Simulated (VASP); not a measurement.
Crystal: C.

```
C
1.0
     0.00000    1.77745    1.77745
     1.77745    0.00000    1.77745
     1.77745    1.77745    0.00000
C
2
Direct
  0.50000 0.50000 0.50000
  0.75000 0.75000 0.75000
```

This isn't the form of C at room conditions, which is graphite.

Base run:

```yaml
Program: VASP 6.6.1
Functional: PBEsol
Potentials_or_basis: VASP PAW PBE potentials, release 64 (C)
Cutoff: 700 eV
k_mesh: 12 × 12 × 12
Occupations: gaussian, width 0.02 eV
Spin: no spin polarisation
```

Its results: band gap on the k mesh 4.06 eV, indirect (least direct gap 5.57 eV); pressure -0.2 GPa.

Problem. The run is repeated on the same cell with these changes: cutoff from 700 eV to 520 eV; occupations from gaussian, width 0.02 eV to gaussian, width 0.5 eV. What comes out?

Solution. Band gap on the k mesh 4.06 eV, indirect (least direct gap 5.57 eV); pressure 0.7 GPa.

Caveats: the PAW data sets were made with another functional, which shifts forces and pressure a little.

A k mesh can miss the band edges.

Not every run made on this cell is shown here.
